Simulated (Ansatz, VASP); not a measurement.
**Two plane-wave programs on Sn**

The input INCAR:

```
SYSTEM = Sn
PREC     = Accurate       ! precision mode
ENCUT    = 520            ! plane-wave cutoff, eV
EDIFF    = 1E-7           ! SCF threshold, eV
ISMEAR   = -1             ! smearing method
SIGMA    = 0.02           ! smearing width, eV
LREAL    = .False.        ! projectors in reciprocal space
LASPH    = .True.         ! aspherical terms in the spheres
NELM     = 80             ! most SCF steps
ALGO     = Normal         ! electronic algorithm
ISIF     = 2              ! what is computed and relaxed
LWAVE    = .False.        ! write WAVECAR
LCHARG   = .True.         ! write CHGCAR
GGA      = PE             ! functional
LELF     = .True.         ! ELF
LVHAR    = .True.       
NBANDS   = 36             ! bands
```

KPOINTS

```
Automatic mesh
0
Gamma
  6 6 4
  0 0 0
```

File POSCAR:

```
Sn
1.0
    4.6349415781      0.0000000000      0.0000000000
   -2.3174707890      4.0139771517      0.0000000000
    0.0000000000      0.0000000000      7.6138918648
Sn
4
Direct
    0.3333333333      0.6666666667      0.0002405550
    0.6666666667      0.3333333333      0.5002405550
    0.3333333333      0.6666666667      0.3747594450
    0.6666666667      0.3333333333      0.8747594450
```

Input for Ansatz:

```yaml
crystal:
  lattice:
    - [4.6349415781, 0.0, 0.0]
    - [-2.317470789, 4.0139771517, 0.0]
    - [0.0, 0.0, 7.6138918648]
  atoms:
    - { symbol: Sn, position: [0.3333333333, 0.6666666667, 0.000240555] }
    - { symbol: Sn, position: [0.6666666667, 0.3333333333, 0.500240555] }
    - { symbol: Sn, position: [0.3333333333, 0.6666666667, 0.374759445] }
    - { symbol: Sn, position: [0.6666666667, 0.3333333333, 0.874759445] }
kpoints:
  mp_grid: { grid: [6, 6, 4] }
  band_path:
    path:
      - [0.0, 0.0, 0.0]
      - [0.5, 0.0, 0.0]
      - [0.3333333333, 0.3333333333, 0.0]
      - [0.0, 0.0, 0.5]
      - [0.5, 0.0, 0.5]
      - [0.3333333333, 0.3333333333, 0.5]
      - [0.0, 0.0, -0.0625]
      - [-0.001628, 0.000326, 0.247721]
    npoints: 1
hamiltonian:
  xc: pbe
scf:
  occupations: { method: fermi_dirac, width: 0.02 }
  n_extra_bands: 5
output:
  forces: true
  stress: true
  eigenvalues: true
```

The cell was built by a generator and needn't be a form met in nature.

Alike in both runs: task single point; functional PBE; k mesh 6 × 6 × 4; occupations fermi-dirac, width 0.02 eV; no spin polarisation.

|  | VASP | Ansatz |
| --- | --- | --- |
| version | VASP 6.6.1 | Ansatz 0.2.0 |
| potentials or method | VASP PAW PBE potentials, release 64 (Sn_d) | plane waves, PAW |
| plane-wave cutoff (eV) | 520 | 420 |
| valence electrons in the cell | 56 | 56 |

Ansatz gave:

```
pressure (GPa)                                  : 1.6
largest component of the traceless stress (GPa) : 0.19
rms of the force components (eV/Å)              : 0.026
```

Which values does VASP return?

Pressure (GPa): 1.5; largest component of the traceless stress (GPa): 0.19; rms of the force components (eV/Å): 0.026.

Atom by atom the forces differ by 0.000 eV/Å (rms over components).
